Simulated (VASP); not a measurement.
W:

```xyz
1
Lattice="0.0000 2.0300 2.0300 2.0300 0.0000 2.0300 2.0300 2.0300 0.0000" Properties=species:S:1:pos:R:3 pbc="T T T"
W     0.0000    0.0000    0.0000
```

This isn't the form of W at room conditions, which is bcc.

```yaml
Program: VASP 6.6.1
Task: relaxation of cell and atoms
Functional: r2SCAN
Dispersion: D3(BJ)
Potentials_or_basis: VASP PAW PBE potentials, release 64 (W_sv)
Cutoff: 600 eV
k_mesh: 11 × 11 × 11
Occupations: fermi-dirac, width 0.05 eV
Spin: no spin polarisation
```

At the start: pressure -11.3 GPa; volume 16.73 Å³/atom.

Question: Where does the relaxation end?

Answer: Over 7 steps the energy falls by 24.2 meV/atom and the volume is 16.08 Å³/atom (-3.9 %); space group Fm-3m (No. 225, to 0.05 Å).

The path:
```tsv
step	energy change (eV)	largest force (eV/Å)	pressure (GPa)	volume (Å³)
1	0.0000	0.0000	-11.33	16.73
2	0.3024	0.0000	56.91	14.03
3	-0.0240	0.0000	-0.97	16.13
4	-0.0242	0.0000	-0.15	16.08
5	-0.0242	0.0000	0.10	16.07
6	-0.0242	0.0000	-0.28	16.09
7	-0.0242	0.0000	0.00	16.08
```

Final structure:
```
W
1.0
     0.00000    2.00315    2.00315
     2.00315    0.00000    2.00315
     2.00315    2.00315    0.00000
W
1
Direct
  0.00000 0.00000 0.00000
```

Caveat: the PAW data sets were made with another functional, which shifts forces and pressure a little; pairwise dispersion overbinds metals, which lowers pressure and volume.
